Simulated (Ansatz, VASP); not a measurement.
## ZrC: VASP beside Ansatz

```xyz
2
Lattice="0.0000 2.3305 2.3305 2.3305 0.0000 2.3305 2.3305 2.3305 0.0000" Properties=species:S:1:pos:R:3 pbc="T T T"
Zr    0.0000    0.0000    0.0000
C     2.3305    2.3305    2.3305
```

Change from the starting cell: volume scaled by 0.97, PAW files.

Alike in both runs: task electric field gradients; functional PBE; k mesh 14 × 14 × 14; occupations fermi-dirac, width 0.05 eV; no spin polarisation.

|  | VASP | Ansatz |
| --- | --- | --- |
| version | VASP 6.6.1 | Ansatz 0.2.0 |
| potentials or method | VASP PAW PBE potentials, release 64 (Zr_sv, C) | PAW with Ansatz's default frozen-core files, scalar-relativistic |
| plane-wave cutoff (eV) | 520 | 420 |
| valence electrons in the cell | 16 | 16 |

|  | VASP | Ansatz | Ansatz less VASP |
| --- | --- | --- | --- |
| pressure (GPa) | 7.5 | 7.2 | -0.27 |
| Vzz of the field gradient on the site that differs most (V/Å²) | 0.0 | 0.0 | 0.00 |

Ansatz warned: «gradients_without_spin_orbit».
